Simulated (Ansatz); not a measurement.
## SnSe (Fm-3m), one atom moved over a plane

These are results of DFT r2SCAN, scalar-relativistic, plane waves, PAW in Ansatz, not measurements. Settings: plane waves to 500 eV, k-mesh 10×10×10 (Γ-centred), Gaussian smearing 0.05 eV. No spin polarisation. Energies are free energies at this smearing, counted from the undisturbed cell; pressure is positive in compression.

Reference structure (as given, not relaxed at this level; it stands at 0.0 GPa; this rock-salt form isn't the usual structure):

```xyz
2
Lattice="0.0000 3.0100 3.0100 3.0100 0.0000 3.0100 3.0100 3.0100 0.0000" Properties=species:S:1:pos:R:3 pbc="T T T"
Sn    0.0000    0.0000    0.0000
Se    3.0100    3.0100    3.0100
```

Atom 1 (Sn) is moved by p along (0.707, 0.707, 0.000) and q along (0.000, 0.000, 1.000) (Å), all else fixed. Points are written (p, q).

Energy above the undisturbed cell in eV/cell (a dash: not computed):

| p \ q | -0.200 | -0.100 | 0.000 | 0.100 | 0.200 |
| --- | --- | --- | --- | --- | --- |
| -0.200 | 0.00 | 0.00 | 0.00 | 0.00 | 0.00 |
| -0.100 | 0.00 | 0.00 | 0.00 | 0.00 | 0.00 |
| 0.000 | 0.00 | 0.00 | 0.00 | 0.00 | 0.00 |
| 0.100 | 0.00 | 0.00 | 0.00 | 0.00 | 0.00 |
| 0.200 | 0.00 | 0.00 | 0.00 | 0.00 | 0.00 |

Pressure in GPa:

```
 p \ q  -0.200  -0.100  0.000  0.100  0.200
-0.200     1.2     0.7    0.6    0.7    1.2
-0.100     0.7     0.3    0.1    0.3    0.7
 0.000     0.6     0.1    0.0    0.1    0.6
 0.100     0.7     0.3    0.1    0.3    0.7
 0.200     1.2     0.7    0.6    0.7    1.2
```

Gap on the k-mesh in eV:

| p \ q | -0.200 | -0.100 | 0.000 | 0.100 | 0.200 |
| --- | --- | --- | --- | --- | --- |
| -0.200 | 0.32 | 0.40 | 0.35 | 0.40 | 0.32 |
| -0.100 | 0.39 | 0.41 | 0.42 | 0.41 | 0.39 |
| 0.000 | 0.62 | 0.51 | 0.46 | 0.51 | 0.62 |
| 0.100 | 0.39 | 0.41 | 0.42 | 0.41 | 0.39 |
| 0.200 | 0.32 | 0.40 | 0.35 | 0.40 | 0.32 |